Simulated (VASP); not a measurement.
Crystal: Ta.

```
Ta
1.0
    -1.71384    1.66380    1.60595
     1.69320   -1.68230    1.60382
     1.68622    1.65469   -1.62445
Ta
1
Direct
  0.00000 0.00000 0.00000
```

The cell isn't the ideal one: cell sheared at random, sigma 0.03, atoms nudged by 0.01 Å.

* Program: VASP 6.6.1
* Task: relaxation of cell and atoms
* Functional: rSCAN
* Potentials or basis: VASP PAW PBE potentials, release 64 (Ta_pv)
* Cutoff: 600 eV
* k mesh: 8 × 8 × 8
* Occupations: methfessel-paxton, width 0.1 eV
* Spin: no spin polarisation

At the start: pressure -1.2 GPa; volume 18.00 Å³/atom.

**Question.** Where does the relaxation end?

**Answer.** Over 9 steps the energy falls by 12.2 meV/atom and the volume is 17.82 Å³/atom (-1.0 %); space group Im-3m (No. 229, to 0.05 Å).

The path:
| step | energy change (eV) | largest force (eV/Å) | pressure (GPa) | volume (Å³) |
| --- | --- | --- | --- | --- |
| 1 | 0.0000 | 0.0000 | -1.16 | 18.00 |
| 2 | -0.0094 | 0.0000 | 2.16 | 17.65 |
| 3 | -0.0092 | 0.0000 | 3.31 | 17.56 |
| 4 | -0.0095 | 0.0000 | 2.55 | 17.62 |
| 5 | -0.0100 | 0.0000 | -1.69 | 17.97 |
| 6 | -0.0120 | 0.0000 | 0.36 | 17.80 |
| 7 | -0.0122 | 0.0000 | -0.26 | 17.85 |
| 8 | -0.0122 | 0.0000 | -0.10 | 17.84 |
| 9 | -0.0122 | 0.0000 | 0.08 | 17.82 |

Final structure:
```
CELL_PARAMETERS angstrom
-1.64673 1.64509 1.64501
1.64646 -1.64527 1.64498
1.64622 1.64492 -1.64513
ATOMIC_POSITIONS crystal
Ta 0.00000 0.00000 0.00000
```

Caveat: the PAW data sets were made with another functional, which shifts forces and pressure a little.
